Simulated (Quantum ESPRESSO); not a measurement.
HfB2:

```xyz
3
Lattice="3.1400 0.0000 0.0000 -1.5700 2.7193 0.0000 0.0000 0.0000 3.4800" Properties=species:S:1:pos:R:3 pbc="T T T"
Hf    0.0000    0.0000    0.0000
B     1.5700    0.9064    1.7400
B     0.0000    1.8129    1.7400
```

Base run:

- Program: Quantum ESPRESSO 7.5
- Functional: PBE
- Potentials or basis: SSSP 1.3 efficiency PBE
- Cutoff: 816 eV
- Density cutoff: 5987 eV
- k mesh: 10 × 10 × 8
- Occupations: fermi-dirac, width 0.05 eV
- Spin: no spin polarisation

Its results: band gap on the k mesh none (metal or under the smearing width); pressure 1.7 GPa.

**Question.** The run is repeated on the same cell with these changes: functional from PBE to LDA; potentials or basis from SSSP 1.3 efficiency PBE to GBRV 1.5 LDA; cutoff from 816 eV to 612 eV; density cutoff from 5987 eV to 4898 eV. What comes out?

**Answer.** Band gap on the k mesh none (metal or under the smearing width); pressure -9.3 GPa.

Not every run made on this cell is shown here.
